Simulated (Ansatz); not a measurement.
`C#[C][GeH3]` + acetic acid → `CC(=O)[O][GeH3]` + acetylene at 400 K and 1 bar (ligand exchange at a Ge–C bond).

Calculated with Ansatz (gas phase, PBE0-D4/def2-TZVP geometries, no zero-point term in ΔE). CBS: MP2 limit from def2 TZ/QZ plus the TZ coupled-cluster correction, frozen cores. This one scheme is used for every species. For Ge outer-core shells are correlated without core-valence functions, which leaves a few kJ/mol of doubt a bond. Scalar relativity is left out up to krypton. One conformer a species, not always the lowest.

```json
{"species": "`C#[C][GeH3]`", "CCSD(T)/CBS energy (Eh)": "-2154.54588", "H − E (kJ/mol)": "133.6", "S (J/(mol·K))": "305.1"}
{"species": "`CC(=O)O`", "CCSD(T)/CBS energy (Eh)": "-228.87529", "H − E (kJ/mol)": "185.0", "S (J/(mol·K))": "309.7"}
{"species": "`CC(=O)[O][GeH3]`", "CCSD(T)/CBS energy (Eh)": "-2306.19992", "H − E (kJ/mol)": "230.7", "S (J/(mol·K))": "384.7"}
{"species": "`C#C`", "CCSD(T)/CBS energy (Eh)": "-77.22717", "H − E (kJ/mol)": "85.5", "S (J/(mol·K))": "213.8"}
```

H − E and S are ideal-gas, rigid-rotor, harmonic terms from PBE0-D4/def2-TZVP, for one conformer and one mirror image of each species. 1 Eh = 2625.50 kJ/mol, R = 8.31446 J/(mol·K).

Task: By hand: ΔE, ΔH, ΔS and ΔG.

Result: ΔE = (-2306.19992) + (-77.22717) − (-2154.54588) − (-228.87529) = -0.00592 Eh = -15.5 kJ/mol. Δ(H − E) = 230.7 + 85.5 − 133.6 − 185.0 = -2.4, so ΔH = -17.9 kJ/mol. ΔS = 384.7 + 213.8 − 305.1 − 309.7 = -16.3 J/(mol·K). ΔG = -17.9 − 400 × (-16.3)/1000 = -11.4 kJ/mol.

Task: By hand: the equilibrium constant, and the temperature at which ΔG would vanish if ΔH and ΔS stayed fixed.

Result: log₁₀ K = −ΔG/(RT ln 10) = 1.5. ΔG = 0 at ΔH/ΔS = 1098 K, though so small a ΔS makes that figure unsure.

TΔS isn't small against ΔH here. A doubt of 5 kJ/mol in ΔE shifts log₁₀ K by 0.7 here. Other conformers and mirror images would add mixing entropy, several J/(mol·K) or more a flexible species. These are equilibria of isolated gas molecules and say nothing of rates. Largest T1 diagnostic: 0.015 (customary marks: 0.02 for closed shells, 0.045 for open ones).
